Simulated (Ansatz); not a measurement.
Take a crystal in which Cl has been replaced by I on all its sites, with the cell rescaled by a rough guess (in some cases also distorted within its space group) and nothing relaxed:

```
Na I
1.0
     3.67819    0.00000    0.00000
     0.00000    3.67819    0.00000
     0.00000    0.00000    3.67819
Na I
1 1
Direct
  0.00000 0.00000 0.00000
  0.50000 0.50000 0.50000
```

All numbers below come from Ansatz 0.2.0, DFT PBE, scalar-relativistic, plane waves, PAW.

Settings: cutoff 420 eV, Γ-centred mesh 8×8×8 on the computed 2-atom cell, Gaussian smearing of 0.02 eV; no spin polarisation.

Question: What pressure does the cell carry?

Answer: The pressure is 10.0 GPa (positive in compression), so the cell would expand.

Question: Is it a metal on this mesh?

Answer: No: the gap is 2.02 eV, the least direct gap 2.02 eV.

Question: What is its energy against the elements in their standard states?

Answer: -0.922 eV/atom at this unrelaxed geometry, with the elements in the same functional.

Spin-orbit coupling is left out, which matters for the bands of heavy elements.

This CsCl-type form isn't the usual stable structure of the compound.